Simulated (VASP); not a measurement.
# TiC (Fm-3m) in VASP: further runs

One crystal, TiC, is run at these levels: PBE; tasks: relaxation of cell and atoms.

All numbers are computed with VASP 6.6.1; they aren't measurements. Logs are shortened: lines on timing, memory, paths and dates and some standing lists are left out, and cuts for length are marked.

## 1. The crystal as given

The structure is cubic, space group Fm-3m (No. 225). Conventional cell: a = 4.319 Å, b = 4.319 Å, c = 4.319 Å, α = 90.00°, β = 90.00°, γ = 90.00°. Ti (site symmetry m-3m) is surrounded by 6 C at 2.16 Å. C (site symmetry m-3m) is surrounded by 6 Ti at 2.16 Å.

## 2. Relaxation of cell and atoms, PBE, collinear spin, ferromagnetic start

Contents of INCAR:

```
PREC = Accurate
ENCUT = 520
EDIFF = 1E-7
ISMEAR = 0
SIGMA = 0.1
LREAL = F
LASPH = T
NELM = 150
ALGO = Normal
ISIF = 3
LWAVE = F
LCHARG = F
ISPIN = 2
MAGMOM = 1 0
LORBIT = 11
LMAXMIX = 4
GGA = PE
IBRION = 2
NSW = 80
EDIFFG = -0.002
```

Contents of KPOINTS:

```
Automatic mesh
0
Gamma
  16 16 16
```

Contents of POSCAR:

```
TiC
1.0
    0.0000000000      2.1593000000      2.1593000000
    2.1593000000      0.0000000000      2.1593000000
    2.1593000000      2.1593000000      0.0000000000
Ti C
1 1
Direct
    0.0000000000      0.0000000000      0.0000000000
    0.5000000000      0.5000000000      0.5000000000
```

Potentials or basis: VASP PAW PBE potentials, release 64 (Ti_sv, C).

Launch:

```
$ cat potpaw_PBE.64/Ti_sv/POTCAR potpaw_PBE.64/C/POTCAR > POTCAR
$ mpirun -np 1 vasp_std > vasp.out
```

OUTCAR:

```text
PREC = Accurate
   ENCUT = 520
   EDIFF = 1E-7
   ISMEAR = 0
   LREAL = F
   LASPH = T
   NELM = 150
   ISIF = 3
   ISPIN = 2
   LORBIT = 11
   GGA = PE
   IBRION = 2
   NSW = 80
   EDIFFG = -0.002

 ion  position               nearest neighbor table
   1  0.000  0.000  0.000-   2 2.16   2 2.16   2 2.16   2 2.16   2 2.16   2 2.16
   2  0.500  0.500  0.500-   1 2.16   1 2.16   1 2.16   1 2.16   1 2.16   1 2.16

  LATTYP: Found a face centered cubic cell.
 ALAT       =     4.3186000000

  Lattice vectors:

 A1 = (   0.0000000000,   2.1593000000,   2.1593000000)
 A2 = (   2.1593000000,   0.0000000000,   2.1593000000)
 A3 = (   2.1593000000,   2.1593000000,   0.0000000000)

Analysis of symmetry for initial positions (statically):
=====================================================================
 Subroutine PRICEL returns:
 Original cell was already a primitive cell.

 Routine SETGRP: Setting up the symmetry group for a
 face centered cubic supercell.

 Subroutine GETGRP returns: Found 48 space group operations
 (whereof 48 operations were pure point group operations)
 out of a pool of 48 trial point group operations.

The static configuration has the point symmetry O_h .

Analysis of symmetry for dynamics (positions and initial velocities):
=====================================================================
 Subroutine PRICEL returns:
 Original cell was already a primitive cell.

 Routine SETGRP: Setting up the symmetry group for a
 face centered cubic supercell.

 Subroutine GETGRP returns: Found 48 space group operations
 (whereof 48 operations were pure point group operations)
 out of a pool of 48 trial point group operations.

The dynamic configuration has the point symmetry O_h .

Analysis of structural, dynamic, and magnetic symmetry:
=====================================================================
 Subroutine PRICEL returns:
 Original cell was already a primitive cell.

 Routine SETGRP: Setting up the symmetry group for a
 face centered cubic supercell.

 Subroutine GETGRP returns: Found 48 space group operations
 (whereof 48 operations were pure point group operations)
 out of a pool of 48 trial point group operations.

The overall configuration has the point symmetry O_h .

 Subroutine INISYM returns: Found 48 space group operations
 (whereof 48 operations are pure point group operations),
 and found     1 'primitive' translations

----------------------------------------------------------------------------------------

                                     Primitive cell

  volume of cell :      20.1358

  direct lattice vectors                    reciprocal lattice vectors
     0.000000000  2.159300000  2.159300000    -0.231556523  0.231556523  0.231556523
     2.159300000  0.000000000  2.159300000     0.231556523 -0.231556523  0.231556523
     2.159300000  2.159300000  0.000000000     0.231556523  0.231556523 -0.231556523

  length of vectors
     3.053711345  3.053711345  3.053711345     0.401067663  0.401067663  0.401067663

  position of ions in fractional coordinates (direct lattice)
     0.000000000  0.000000000  0.000000000
     0.500000000  0.500000000  0.500000000

  ion indices of the primitive-cell ions
   primitive index   ion index
                 1           1
                 2           2

----------------------------------------------------------------------------------------

 KPOINTS: Automatic mesh

Automatic generation of k-mesh.
 Grid dimensions read from file:
 generate k-points for:   16   16   16

 Generating k-lattice:

  Cartesian coordinates                     Fractional coordinates (reciprocal lattice)
    -0.014472283  0.014472283  0.014472283     0.062500000  0.000000000  0.000000000
     0.014472283 -0.014472283  0.014472283     0.000000000  0.062500000  0.000000000
     0.014472283  0.014472283 -0.014472283     0.000000000  0.000000000  0.062500000

  Length of vectors
     0.025066729  0.025066729  0.025066729

  Shift w.r.t. Gamma in fractional coordinates (k-lattice)
     0.000000000  0.000000000  0.000000000

 Subroutine IBZKPT returns following result:
 ===========================================

 Found    145 irreducible k-points:

 Following reciprocal coordinates:
            Coordinates               Weight
  0.000000  0.000000  0.000000      1.000000
  0.062500  0.000000  0.000000      8.000000
  0.125000  0.000000  0.000000      8.000000
  0.187500  0.000000  0.000000      8.000000
  0.250000  0.000000  0.000000      8.000000
  0.312500  0.000000  0.000000      8.000000
[... 16 lines left out ...]
 -0.125000  0.062500  0.000000     24.000000
 -0.062500  0.062500  0.000000     12.000000
 [... further k-points ...]
   k-points           NKPTS =    145   k-points in BZ     NKDIM =    145   number of bands    NBANDS=     13
   number of dos      NEDOS =    301   number of ions     NIONS =      2
   total plane-waves  NPLWV =  13824
   dimension x,y,z NGX =    24 NGY =   24 NGZ =   24
   dimension x,y,z NGXF=    48 NGYF=   48 NGZF=   48
   ions per type =               1   1
   NGX,Y,Z   is equivalent  to a cutoff of  13.07, 13.07, 13.07 a.u.
   NGXF,Y,Z  is equivalent  to a cutoff of  26.13, 26.13, 26.13 a.u.
 SYSTEM =  unknown system
   PREC   = accura    normal or accurate (medium, high low for compatibility)
   ISTART =      0    job   : 0-new  1-cont  2-samecut
   ICHARG =      2    charge: 1-file 2-atom 10-const
   ISPIN  =      2    spin polarized calculation?
   LNONCOLLINEAR =      F non collinear calculations
   LSORBIT =      F    spin-orbit coupling
   LASPH  =      T    aspherical Exc in radial PAW
   ENCUT  =  520.0 eV  38.22 Ry    6.18 a.u.   5.68  5.68  5.68*2*pi/ulx,y,z
   NELM   =    150;   NELMIN=  2; NELMDL= -5     # of ELM steps
   EDIFF  = 0.1E-06   stopping-criterion for ELM
   LREAL  =      F    real-space projection
   EDIFFG = -.2E-02   stopping-criterion for IOM
   NSW    =     80    number of steps for IOM
   IBRION =      2    ionic relax: 0-MD 1-quasi-New 2-CG
   NFREE  =      1    steps in history (QN), initial steepest desc. (CG)
   ISIF   =      3    stress and relaxation
   ISYM   =      2    0-nonsym 1-usesym 2-fastsym
   POTIM  = 0.5000    time-step for ionic-motion
   TEBEG  =    0.0;   TEEND  =   0.0 temperature during run
   PSTRESS=    0.0 pullay stress
   NELECT =      16.0000    total number of electrons
   NUPDOWN=      -1.0000    fix difference up-down
   EMIN   =  10.00;   EMAX   =-10.00  energy-range for DOS
   EFERMI =   0.00;   METHOD = LEGACY
   ISMEAR =     0;   SIGMA  =   0.10  broadening in eV -4-tet -1-fermi 0-gaus
   EFERMI_NEDOS =   21; number of points for ismear=-14 and -15
   IALGO  =     38    algorithm
   IMIX   =      4    mixing-type and parameters
     AMIX     =   0.40;   BMIX     =  1.00
     AMIX_MAG =   1.60;   BMIX_MAG =  1.00
  volume/ion in A,a.u.               =      10.07        67.94
  Fermi-wavevector in a.u.,A,eV,Ry     =   1.516323  2.865436 31.283015  2.299237
  Thomas-Fermi vector in A             =   2.625728
   LORBIT       =     11    0 simple, 1 ext, 2 COOP (PROOUT), +10 PAW based schemes
   GGA     = PE    functional components
   LHFCALC =     F    Hartree Fock is set to
   AEXX    =    0.0000 exact exchange contribution
   IVDW    =     0    specifies the selected vdW correction
   LEPSILON=     F    determine dielectric tensor
   LRPA    =     F    only Hartree local field effects (RPA)
 conjugate gradient relaxation of ions
 spin polarized calculation
 Gauss-broadening in eV      SIGMA  =   0.10
  energy-cutoff  :      520.00
  volume of cell :       20.14
 maximum number of plane-waves:       560
   NGX = 11   NGY = 11   NGZ = 11

--------------------------------------- Ionic step        1  -------------------------------------------

 number of electron      16.0000002 magnetization      -0.0004088

 number of electron      16.0000002 magnetization       0.0000177

 Free energy of the ion-electron system (eV)
  ---------------------------------------------------
  ext. energy  EPLUGINS =         0.00000000
  ---------------------------------------------------
  free energy    TOTEN  =       -18.70757222 eV

  energy without entropy =      -18.70555613  energy(sigma->0) =      -18.70656418

------------------------ aborting loop because EDIFF is reached ----------------------------------------

  FORCE on cell =-STRESS in cart. coord.  units (eV):
  Direction    XX          YY          ZZ          XY          YZ          ZX
  --------------------------------------------------------------------------------------
  -------------------------------------------------------------------------------------
  Total        0.3429302      0.3429302      0.3429302      0.0000000      0.0000000      0.0000000
  in kB       27.2864677     27.2864677     27.2864677      0.0000000      0.0000000      0.0000000
  external PRESSURE =      27.2864677 kB  Pullay stress =       0.0000000 kB
[... 61 lines left out ...]
--------------------------------------- Ionic step        3  -------------------------------------------

 number of electron      16.0000000 magnetization      -0.0000000

 number of electron      16.0000000 magnetization       0.0000000

 Free energy of the ion-electron system (eV)
  ---------------------------------------------------
  ext. energy  EPLUGINS =         0.00000000
  ---------------------------------------------------
  free energy    TOTEN  =       -18.70943743 eV

  energy without entropy =      -18.70739943  energy(sigma->0) =      -18.70841843

 E-fermi :   9.3837     XC(G=0): -12.6878

 val. band max:        9.3651928929   @ k =  -0.0625   0.0625   0.0000
 cond. band min:       9.3862588699   @ k =   0.1250   0.1250   0.0000
 fundamental gap:      0.0210659770
 Fermi energy:         9.3836563338

 spin component 1

 k-point     1 :       0.0000    0.0000    0.0000
  band No.  band energies     occupation
      1     -47.2054      1.00000
      2     -23.2306      1.00000
      3     -23.2306      1.00000
      4     -23.2306      1.00000
      5      -2.9983      1.00000
      6      10.0820      0.00000
      7      10.0820      0.00000
      8      10.0820      0.00000
      9      11.0641      0.00000
     10      11.0641      0.00000
     11      11.0641      0.00000
     12      11.0978      0.00000
     13      11.0978      0.00000
[... 353 lines left out ...]
 k-point    24 :      -0.0625    0.0625    0.0000
  band No.  band energies     occupation
      1     -47.1983      1.00000
      2     -23.2768      1.00000
      3     -23.2434      1.00000
      4     -23.2317      1.00000
      5      -2.7657      1.00000
      6       9.1723      0.99860
      7       9.3578      0.64263
      8       9.3652      0.60300
      9      10.1924      0.00000
     10      10.7654      0.00000
     11      11.6522      0.00000
     12      12.2065      0.00000
     13      13.0670      0.00000

 [... further k-points ...]

 spin component 2

 k-point     1 :       0.0000    0.0000    0.0000
  band No.  band energies     occupation
      1     -47.2054      1.00000
      2     -23.2306      1.00000
      3     -23.2306      1.00000
      4     -23.2306      1.00000
      5      -2.9983      1.00000
      6      10.0820      0.00000
      7      10.0820      0.00000
      8      10.0820      0.00000
      9      11.0641      0.00000
     10      11.0641      0.00000
     11      11.0641      0.00000
     12      11.0978      0.00000
     13      11.0978      0.00000
[... 397 lines left out ...]
  FREE ENERGIE OF THE ION-ELECTRON SYSTEM (eV)
  ---------------------------------------------------
  free  energy   TOTEN  =       -18.7094374255 eV

  energy  without entropy=      -18.7073994340  energy(sigma->0) =      -18.70841843

 reached required accuracy - stopping structural energy minimisation

 total charge

# of ion       s       p       d       tot
------------------------------------------
    1        2.198   6.245   1.949  10.393
    2        0.896   1.503   0.000   2.399
--------------------------------------------------
tot          3.094   7.748   1.949  12.792

 magnetization (x)

# of ion       s       p       d       tot
------------------------------------------
    1       -0.000   0.000   0.000  -0.000
    2        0.000   0.000   0.000   0.000
--------------------------------------------------
tot         -0.000   0.000   0.000  -0.000
```

It took 2.1 min on 1 thread of Intel Xeon Platinum 8488C (Sapphire Rapids), shared host; peak memory 0.2 GiB.

What came out:

| Property | Result |
| --- | --- |
| Free energy | -18.7094 eV |
| Relaxed volume | 10.18 Å³/atom |
| Relaxed cell | a = 3.065 Å, b = 3.065 Å, c = 3.065 Å, α = 60.00°, β = 60.00°, γ = 60.00° |
| Space group after relaxing (to 0.05 Å) | Fm-3m (No. 225) |
| Energy gained by relaxing | 0.9 meV/atom |
| Ionic steps | 3 |
| Pressure after relaxing | 0.0 GPa |
| Band gap on the k mesh | none (metal or under the smearing width) |
| Net moment | 0.00 μB per cell |
| Valence electrons inside the program's atomic spheres | Ti 10.39; C 2.40 |

The path:
```
step  energy change (eV)  largest force (eV/Å)  pressure (GPa)  volume (Å³)
   1              0.0000                0.0000            2.73        20.14
   2              0.0012                0.0000           -3.37        20.64
   3             -0.0019                0.0000           -0.01        20.36
```

Final structure:
```
CELL_PARAMETERS angstrom
0.00000 2.16713 2.16713
2.16713 0.00000 2.16713
2.16713 2.16713 0.00000
ATOMIC_POSITIONS crystal
Ti 0.00000 0.00000 0.00000
C 0.50000 0.50000 0.50000
```

Levels at points of the mesh, in eV from the Fermi level:
Spin up:
| k point | band 6 | band 7 | band 8 | band 9 | band 10 | band 11 |
| --- | --- | --- | --- | --- | --- | --- |
| (0.00, 0.00, 0.00) | 0.70 | 0.70 | 0.70 | 1.68 | 1.68 | 1.68 |
| (0.50, 0.00, 0.00) | -5.82 | -2.88 | -2.88 | 2.91 | 2.91 | 4.09 |
| (0.50, 0.50, 0.00) | -3.42 | -1.60 | -0.03 | -0.03 | 2.70 | 3.51 |
Spin down:
| k point | band 5 | band 6 | band 7 | band 8 | band 9 | band 10 | band 11 | band 12 |
| --- | --- | --- | --- | --- | --- | --- | --- | --- |
| (0.00, 0.00, 0.00) | -12.38 | 0.70 | 0.70 | 0.70 | 1.68 | 1.68 | 1.68 | 1.71 |
| (0.50, 0.00, 0.00) | -8.91 | -5.82 | -2.88 | -2.88 | 2.91 | 2.91 | 4.09 | 8.14 |
| (0.50, 0.50, 0.00) | -10.10 | -3.42 | -1.60 | -0.03 | -0.03 | 2.70 | 3.51 | 3.51 |

PBE usually gives volumes a little too large and moduli too small. Zero-point motion and thermal expansion aren't in these numbers.

## 3. Relaxation of cell and atoms, PBE, collinear spin, ferromagnetic start

This run uses another cell than the first one, of 10.18 Å³/atom, 1.011 times its volume.

INCAR is that of step 2.

KPOINTS is that of step 2.

Contents of POSCAR:

```
TiC                                     
1.0
    0.0000000000      2.1671344497      2.1671344497
    2.1671344497      0.0000000000      2.1671344497
    2.1671344497      2.1671344497      0.0000000000
  Ti              C             
     1     1
Direct
     0.0000000000000000    0.0000000000000000    0.0000000000000000
     0.5000000000000000    0.5000000000000000    0.5000000000000000
```

Potentials or basis: VASP PAW PBE potentials, release 64 (Ti_sv, C).

Launch:

```
$ cat potpaw_PBE.64/Ti_sv/POTCAR potpaw_PBE.64/C/POTCAR > POTCAR
$ mpirun -np 1 vasp_std > vasp.out
```

Run time: 95 s. Hardware: 1 thread of Intel Xeon Platinum 8488C (Sapphire Rapids), shared host; peak memory 0.2 GiB.

It converged, with:

```yaml
Free_energy: -18.7096 eV
Energy_gained_by_relaxing: 0.0 meV/atom
Ionic_steps: 4
Pressure_after_relaxing: 0.0 GPa
Band_gap_on_the_k_mesh: none (metal or under the smearing width)
Net_moment: 0.00 μB per cell
Valence_electrons_inside_the_program's_atomic_spheres: Ti 10.39; C 2.40
```

Final structure:
```cif
data_structure
_symmetry_space_group_name_H-M 'P 1'
_symmetry_Int_Tables_number 1
_cell_length_a 3.0647
_cell_length_b 3.0647
_cell_length_c 3.0647
_cell_angle_alpha 60.000
_cell_angle_beta 60.000
_cell_angle_gamma 60.000
_cell_volume 20.35
loop_
_atom_site_label
_atom_site_type_symbol
_atom_site_fract_x
_atom_site_fract_y
_atom_site_fract_z
_atom_site_occupancy
Ti1 Ti 0.00000 0.00000 0.00000 1
C1 C 0.50000 0.50000 0.50000 1
```

Levels at points of the mesh, in eV from the Fermi level:
Spin up:
| k point | band 5 | band 6 | band 7 | band 8 | band 9 | band 10 | band 11 | band 12 |
| --- | --- | --- | --- | --- | --- | --- | --- | --- |
| (0.00, 0.00, 0.00) | -12.38 | 0.70 | 0.70 | 0.70 | 1.68 | 1.68 | 1.68 | 1.71 |
| (0.50, 0.00, 0.00) | -8.91 | -5.82 | -2.88 | -2.88 | 2.91 | 2.91 | 4.09 | 8.14 |
| (0.50, 0.50, 0.00) | -10.10 | -3.42 | -1.60 | -0.03 | -0.03 | 2.70 | 3.51 | 3.51 |
Spin down:
```csv
k point,band 4,band 5,band 6,band 7,band 8,band 9,band 10,band 11,band 12,band 13
"(0.00, 0.00, 0.00)",-32.61,-12.38,0.70,0.70,0.70,1.68,1.68,1.68,1.71,1.71
"(0.50, 0.00, 0.00)",-32.66,-8.91,-5.82,-2.88,-2.88,2.91,2.91,4.09,8.14,8.14
"(0.50, 0.50, 0.00)",-32.78,-10.10,-3.42,-1.60,-0.03,-0.03,2.70,3.51,3.51,5.78
```
